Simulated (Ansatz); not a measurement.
Base system: Li2O in the anti-fluorite structure (space group Fm-3m, No. 225; a = 4.5727 Å). Axes: x, y, z lie along the cube axes.

Computed with Kohn–Sham DFT with the r2SCAN functional, run in Ansatz (an electronic-structure program) with PAW and 500 eV plane waves, no SOC.

Strains are applied to the cell and any free atomic positions relax; under biaxial strain the out-of-plane vector relaxes too.

One change was made to it. Results:

```json
[
 {"quantity": "valence-band top at Γ (three highest levels, from the VBM)", "base": "0.00, 0.00, 0.00 eV", "after": "0.00, 0.00, -0.04 eV"},
 {"quantity": "band gap", "base": "5.77 eV", "after": "5.78 eV"},
 {"quantity": "electron mass", "base": "0.81 mₑ along k, 0.43 mₑ across (at X)", "after": "0.79 mₑ along k, 0.43 mₑ across (at X)"}
]
```

Question: Which change produced these results?
A. uniaxial strain ε_zz = +0.74 %
B. uniaxial strain ε_yy = −2.20 %
C. biaxial strain +0.83 %, plane normal [110], relaxed out of plane
D. biaxial strain −1.02 %, plane normal [001], relaxed out of plane

Answer: D, biaxial strain −1.02 %, plane normal [001], relaxed out of plane. For comparison, the band gap in the other runs: uniaxial strain ε_zz = +0.74 % gives 5.74 eV; biaxial strain +0.83 %, plane normal [110], relaxed out of plane gives 5.71 eV; uniaxial strain ε_yy = −2.20 % gives 5.72 eV.

A biaxial case was relaxed in a doubled cell and then solved in the primitive one. Effective masses come from finite differences of ±0.01 Å⁻¹. Along k means along the line from Γ to the band edge. No phonon test of stability was made.
